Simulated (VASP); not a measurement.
HfO2:

```
Hf O
1.0
     4.81353    0.00000    0.00000
     0.00000    4.81353    0.00000
     0.00000    0.00000    3.20542
Hf O
2 4
Direct
  0.50000 0.50000 0.50000
  0.00000 0.00000 0.00000
  0.80504 0.19496 0.50000
  0.69496 0.69496 0.00000
  0.30504 0.30504 0.00000
  0.19496 0.80504 0.50000
```

Measurements of this composition are mostly on another form, of space group No. 14.

| Item | Value |
| --- | --- |
| Program | VASP 6.6.1 |
| Task | relaxation of cell and atoms |
| Functional | PBE |
| Dispersion | rVV10 |
| Potentials or basis | VASP PAW PBE potentials, release 64 (Hf_pv, O) |
| Cutoff | 600 eV |
| k mesh | 6 × 6 × 8 |
| Occupations | fermi-dirac, width 0.05 eV |
| Spin | no spin polarisation |

At the start: pressure 3.9 GPa; volume 12.38 Å³/atom.

How do energy, volume and symmetry change on relaxing?

Over 8 steps the energy falls by 2.4 meV/atom and the volume is 12.59 Å³/atom (+1.7 %); space group P4_2/mnm (No. 136, to 0.05 Å).

The path:
```tsv
step	energy change (eV)	largest force (eV/Å)	pressure (GPa)	volume (Å³)
1	0.0000	0.0408	3.86	74.27
2	0.0242	0.1446	-5.71	77.52
3	-0.0144	0.0348	0.10	75.48
4	-0.0144	0.0359	-0.04	75.50
5	-0.0147	0.0081	-0.13	75.56
6	-0.0147	0.0022	-0.09	75.56
7	-0.0147	0.0023	-0.09	75.56
8	-0.0147	0.0050	-0.10	75.56
```

Final structure:
```
CELL_PARAMETERS angstrom
4.84288 0.00000 0.00000
0.00000 4.84288 0.00000
0.00000 0.00000 3.22172
ATOMIC_POSITIONS crystal
Hf 0.50000 0.50000 0.50000
Hf 0.00000 0.00000 0.00000
O 0.80513 0.19487 0.50000
O 0.69487 0.69487 0.00000
O 0.30513 0.30513 0.00000
O 0.19487 0.80513 0.50000
```
